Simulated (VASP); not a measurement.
# CaO: relaxation of cell and atoms with r2SCAN+rVV10

The system is CaO.

```
CELL_PARAMETERS angstrom
0.00000 2.45350 2.45350
2.45350 0.00000 2.45350
2.45350 2.45350 0.00000
ATOMIC_POSITIONS crystal
Ca 0.00000 0.00000 0.00000
O 0.50000 0.50000 0.50000
```

```json
{
  "Program": "VASP 6.6.1",
  "Task": "relaxation of cell and atoms",
  "Functional": "r2SCAN",
  "Dispersion": "rVV10",
  "Potentials or basis": "VASP PAW PBE potentials, release 64 (Ca_sv, O)",
  "Cutoff": "600 eV",
  "k mesh": "8 × 8 × 8",
  "Occupations": "gaussian, width 0.02 eV",
  "Spin": "no spin polarisation",
  "Further INCAR settings": "ALGO = Normal; EDIFF = 1e-07; IBRION = 2; EDIFFG = -0.005; NSW = 90; ISIF = 3"
}
```

```
Relaxed volume                         : 13.76 Å³/atom
Relaxed cell                           : a = 3.389 Å, b = 3.389 Å, c = 3.389 Å, α = 60.00°, β = 60.00°, γ = 60.00°
Space group after relaxing (to 0.05 Å) : Fm-3m (No. 225)
Energy gained by relaxing              : 24.3 meV/atom
Ionic steps                            : 3
Pressure after relaxing                : 0.0 GPa
Band gap on the k mesh                 : 4.15 eV, indirect (least direct gap 4.53 eV)
```

The path:
```csv
step,energy change (eV),largest force (eV/Å),pressure (GPa),volume (Å³)
1,0.0000,0.0000,-7.27,29.54
2,-0.0405,0.0000,3.56,26.77
3,-0.0486,0.0000,0.01,27.52
```

Final structure:
```
Ca O
1.0
     0.00000    2.39636    2.39636
     2.39636    0.00000    2.39636
     2.39636    2.39636    0.00000
Ca O
1 1
Cartesian
  0.0000 0.0000 0.0000
  2.3964 2.3964 2.3964
```

Levels at points of the mesh, in eV from the valence-band top:
```
           k point  band 4  band 5  band 6  band 7  band 8  band 9  band 10  band 11  band 12
(0.00, 0.00, 0.00)  -18.87  -16.49    0.00    0.00    0.00    5.44     6.87     6.87     6.87
(0.50, 0.00, 0.00)  -18.92  -15.16   -2.64   -1.22   -1.22    7.73     9.11     9.11     9.21
(0.50, 0.50, 0.00)  -19.10  -16.27   -1.30   -0.37   -0.37    4.15     8.83     9.70    10.32
```

Run time: 4.6 min on 1 thread of Intel(R) Xeon(R) Platinum 8488C (Sapphire Rapids), on a shared host, peak memory 0.28 GiB.

Caveat: the PAW data sets were made with another functional, which shifts forces and pressure a little. r2SCAN opens gaps a little over a GGA but as a rule still falls short of measured ones.
